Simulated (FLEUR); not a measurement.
# SnO (P4/nmm) in FLEUR: notebook, part 2 of 2

FLEUR MaX-R8.1 (later development tree). The steps go on from the part before.

### 3 Equation of state, r2SCAN, 16.70 Å³/atom (volume scaled by 0.94)

Changes to inp.xml since step 2:

```diff
@@ -6,3 +6,3 @@
    <calculationSetup>
-      <cutoffs Kmax="4.42" Gmax="13.7" GmaxXC="13.7" numbands="0"/>
+      <cutoffs Kmax="4.53" Gmax="14.0" GmaxXC="14.0" numbands="0"/>
       <scfLoop itmax="80" minDistance="0.0001" maxIterBroyd="30" imix="Anderson" alpha="0.05" precondParam="0.0" spinf="2.0" sdNocoIR="T"/>
@@ -27,3 +27,3 @@
       <xi:include xmlns:xi="http://www.w3.org/2001/XInclude" href="sym.xml"> </xi:include>
-      <bulkLattice scale="1.0">
+      <bulkLattice scale="0.9795861087">
          <bravaisMatrix>
@@ -37,3 +37,3 @@
       <species name="Tin (Sn)" element="Sn" atomicNumber="50">
-         <mtSphere radius="2.26" gridPoints="747" logIncrement="0.017"/>
+         <mtSphere radius="2.19" gridPoints="747" logIncrement="0.017"/>
          <atomicCutoffs lmax="9" lnonsphr="9"/>
@@ -53,3 +53,3 @@
       <species name="Oxygen (O)" element="O" atomicNumber="8">
-         <mtSphere radius="1.63" gridPoints="539" logIncrement="0.02"/>
+         <mtSphere radius="1.59" gridPoints="539" logIncrement="0.02"/>
          <atomicCutoffs lmax="8" lnonsphr="8"/>
```

Potentials or basis: all-electron, FLAPW.

The run is started by

```console
$ inpgen -f crystal.txt -profile fastHighL
$ # inp.xml edited to the form shown
$ fleur_MPI
```

Wall time 3.7 min (1 thread of Intel Xeon at 2.70GHz, shared host); peak memory 0.11 GiB.

Results (log left out):

| Quantity | Value |
| --- | --- |
| Free energy | -340386.5770 eV |
| Band gap on the k mesh | 0.24 eV, indirect (least direct gap 2.37 eV) |
| Valence electrons inside the program's atomic spheres | Sn 19.04; O 5.20 (radii Sn 2.19, O 1.59 bohr) |

Caveat: the meta-GGA is that of a development version, with a GGA for the radial functions and cores and without core tails; spin-orbit coupling is left out, which moves the levels of the heavy elements; an odd mesh through Γ misses points on the zone boundary, where band edges often lie.

### 4 Equation of state, r2SCAN, 17.06 Å³/atom (volume scaled by 0.96)

Changes to inp.xml since step 3:

```diff
@@ -27,3 +27,3 @@
       <xi:include xmlns:xi="http://www.w3.org/2001/XInclude" href="sym.xml"> </xi:include>
-      <bulkLattice scale="0.9795861087">
+      <bulkLattice scale="0.9864848297">
          <bravaisMatrix>
```

The run is started by

```console
$ inpgen -f crystal.txt -profile fastHighL
$ # inp.xml edited to the form shown
$ fleur_MPI
```

It took 3.4 min on 1 thread of Intel Xeon at 2.70GHz, shared host; peak memory 0.11 GiB.

The run converged. Its results:

```yaml
Free_energy: -340386.6231 eV
Band_gap_on_the_k_mesh: 0.33 eV, indirect (least direct gap 2.39 eV)
Valence_electrons_inside_the_program's_atomic_spheres: Sn 19.03; O 5.18 (radii Sn 2.19, O 1.59 bohr)
```

Caveat: the meta-GGA is that of a development version, with a GGA for the radial functions and cores and without core tails; spin-orbit coupling is left out, which moves the levels of the heavy elements; an odd mesh through Γ misses points on the zone boundary, where band edges often lie.

### 5 Equation of state, r2SCAN, 17.77 Å³/atom

Changes to inp.xml since step 4:

```diff
@@ -27,3 +27,3 @@
       <xi:include xmlns:xi="http://www.w3.org/2001/XInclude" href="sym.xml"> </xi:include>
-      <bulkLattice scale="0.9864848297">
+      <bulkLattice scale="1.0000000000">
          <bravaisMatrix>
```

The run is started by

```console
$ inpgen -f crystal.txt -profile fastHighL
$ # inp.xml edited to the form shown
$ fleur_MPI
```

It took 4.2 min on 1 thread of Intel Xeon at 2.70GHz, shared host; peak memory 0.12 GiB.

It converged, with:

| Item | Value |
| --- | --- |
| Free energy | -340386.6517 eV |
| Band gap on the k mesh | 0.51 eV, indirect (least direct gap 2.43 eV) |
| Valence electrons inside the program's atomic spheres | Sn 19.01; O 5.16 (radii Sn 2.19, O 1.59 bohr) |

Caveat: the meta-GGA is that of a development version, with a GGA for the radial functions and cores and without core tails; spin-orbit coupling is left out, which moves the levels of the heavy elements; an odd mesh through Γ misses points on the zone boundary, where band edges often lie.

### 6 Equation of state, r2SCAN, 18.48 Å³/atom (volume scaled by 1.04)

Changes to inp.xml since step 5:

```diff
@@ -27,3 +27,3 @@
       <xi:include xmlns:xi="http://www.w3.org/2001/XInclude" href="sym.xml"> </xi:include>
-      <bulkLattice scale="1.0000000000">
+      <bulkLattice scale="1.0131594038">
          <bravaisMatrix>
```

Potentials or basis: all-electron, FLAPW.

The run is started by

```console
$ inpgen -f crystal.txt -profile fastHighL
$ # inp.xml edited to the form shown
$ fleur_MPI
```

Wall time 3.9 min (1 thread of Intel Xeon at 2.70GHz, shared host); peak memory 0.12 GiB.

It converged, with:

```yaml
Free_energy: -340386.6118 eV
Band_gap_on_the_k_mesh: 0.67 eV, indirect (least direct gap 2.39 eV)
Valence_electrons_inside_the_program's_atomic_spheres: Sn 18.99; O 5.13 (radii Sn 2.19, O 1.59 bohr)
```

Caveat: the meta-GGA is that of a development version, with a GGA for the radial functions and cores and without core tails; spin-orbit coupling is left out, which moves the levels of the heavy elements; an odd mesh through Γ misses points on the zone boundary, where band edges often lie.

### 7 Equation of state, r2SCAN, 18.84 Å³/atom (volume scaled by 1.06)

Changes to inp.xml since step 6:

```diff
@@ -27,3 +27,3 @@
       <xi:include xmlns:xi="http://www.w3.org/2001/XInclude" href="sym.xml"> </xi:include>
-      <bulkLattice scale="1.0131594038">
+      <bulkLattice scale="1.0196128224">
          <bravaisMatrix>
```

The run is started by

```console
$ inpgen -f crystal.txt -profile fastHighL
$ # inp.xml edited to the form shown
$ fleur_MPI
```

Wall time 3.6 min (1 thread of Intel Xeon at 2.70GHz, shared host); peak memory 0.12 GiB.

The run converged. Its results:

* Free energy: -340386.5703 eV
* Band gap on the k mesh: 0.74 eV, indirect (least direct gap 2.37 eV)
* Valence electrons inside the program's atomic spheres: Sn 18.98; O 5.12 (radii Sn 2.19, O 1.59 bohr)

Caveat: the meta-GGA is that of a development version, with a GGA for the radial functions and cores and without core tails; spin-orbit coupling is left out, which moves the levels of the heavy elements; an odd mesh through Γ misses points on the zone boundary, where band edges often lie.

### 8 Equation of state, r2SCAN

This step only gathers the single runs of the series.

Results:

```yaml
Equilibrium_volume: 17.68 Å³/atom
Bulk_modulus_at_fixed_shape_and_positions: 99 GPa
```

Energy against volume, from the lowest point:
| volume (Å³/atom) | energy (meV/atom) |
| --- | --- |
| 16.703 | 18.67 |
| 17.058 | 7.16 |
| 17.769 | 0.00 |
| 18.480 | 9.99 |
| 18.835 | 20.35 |

Caveat: the meta-GGA is that of a development version, with a GGA for the radial functions and cores and without core tails; the cell was scaled at fixed shape and fractional positions, which overstates the stiffness of a crystal with free parameters, most of all of layers and chains.
